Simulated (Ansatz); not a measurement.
Hg (space group R-3m) relaxed with several functionals in Ansatz (plane waves to 420 eV, scalar-relativistic PAW, no spin-orbit coupling, symmetry kept). The database cell has 23.35 Å³/atom; its temperature or method isn't stated, so the comparison with it is no error of the functional. No moments.

```csv
functional,conventional cell,V (Å³/atom),against the database cell (%),gap on mesh (eV),largest moment (μB)
PBE,"a = 4.214 Å, b = 4.214 Å, c = 5.758 Å, α = 90.00°, β = 90.00°, γ = 120.00°",29.52,26.4,0.00,0.00
PBEsol,"a = 3.898 Å, b = 3.898 Å, c = 5.753 Å, α = 90.00°, β = 90.00°, γ = 120.00°",25.24,8.1,0.00,0.00
PBE+D3(BJ),"a = 3.579 Å, b = 3.579 Å, c = 6.782 Å, α = 90.00°, β = 90.00°, γ = 120.00°",25.08,7.4,0.00,0.00
```